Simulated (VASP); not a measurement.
# VASP 6.6.1 run: SnSe

INCAR

```
LWAVE = .FALSE.
IBRION = -1
GGA = PE
NSW = 0
LREAL = .FALSE.
ENCUT = 700
ISIF = 2
ISMEAR = -1
NBANDS = 17
LASPH = .TRUE.
PREC = Accurate
SIGMA = 0.02
LCHARG = .FALSE.
EDIFF = 1E-7
NELM = 78
```

KPOINTS

```
KPOINTS created by Atomic Simulation Environment
0
Gamma
8 8 8
0 0 0
```

POSCAR

```
Sn Se
 1.0000000000000000
     0.0000000000000000    3.0510475958000001    3.0021131514000001
     3.0510475958000001    0.0000000000000000    3.0021131514000001
     3.0510475958000001    3.0510475958000001    0.0000000000000000
 Sn  Se
   1   1
Cartesian
  0.0000000000000000  0.0000000000000000  0.0000000000000000
  3.0510475958000001  3.0510475958000001  3.0021131513999997
```

The recommended PBE PAW datasets give the neutral cell 20 valence electrons.

Command

```
mpirun -np 1 vasp_std
```

Question: How does this run end, and what does it give?

Answer: It converged. Results: gap between bands v and c on the k mesh 0.48 eV; least direct gap on the k mesh 0.48 eV; pressure -0.2 GPa. Band v is the last that the valence electrons fill when counted band by band, and c is the next.

OSZICAR

```
N       E                     dE             d eps       ncg     rms          rms(c)
DAV:   1     0.147584506532E+03    0.14758E+03   -0.11548E+04  2043   0.174E+03
DAV:   2     0.634740418661E+01   -0.14124E+03   -0.13632E+03  2127   0.400E+02
DAV:   3    -0.802345924310E+01   -0.14371E+02   -0.14244E+02  2504   0.103E+02
DAV:   4    -0.840644887622E+01   -0.38299E+00   -0.38263E+00  2455   0.174E+01
DAV:   5    -0.841708996306E+01   -0.10641E-01   -0.10640E-01  2963   0.283E+00    0.298E+00
DAV:   6    -0.821723845957E+01    0.19985E+00   -0.50683E-01  2905   0.401E+00    0.175E+00
DAV:   7    -0.821635151780E+01    0.88694E-03   -0.84910E-02  2341   0.129E+00    0.899E-01
DAV:   8    -0.821868540594E+01   -0.23339E-02   -0.93618E-03  2447   0.851E-01    0.127E-01
DAV:   9    -0.821844925444E+01    0.23615E-03   -0.15349E-03  2804   0.306E-01    0.553E-02
DAV:  10    -0.821853302106E+01   -0.83767E-04   -0.19414E-04  2355   0.789E-02    0.124E-02
DAV:  11    -0.821853922761E+01   -0.62065E-05   -0.16735E-05  2626   0.358E-02    0.252E-03
DAV:  12    -0.821853964104E+01   -0.41343E-06   -0.13983E-06  2623   0.122E-02    0.128E-03
DAV:  13    -0.821853957356E+01    0.67482E-07   -0.76817E-08  1968   0.250E-03
   1 F= -.82185396E+01 E0= -.82185396E+01  d E =-.461990E-07
```

For comparison, a separate PBE run of the intended cell, on usual settings and not on those above, gives a gap of 0.48 eV on its mesh and a pressure of -0.3 GPa.
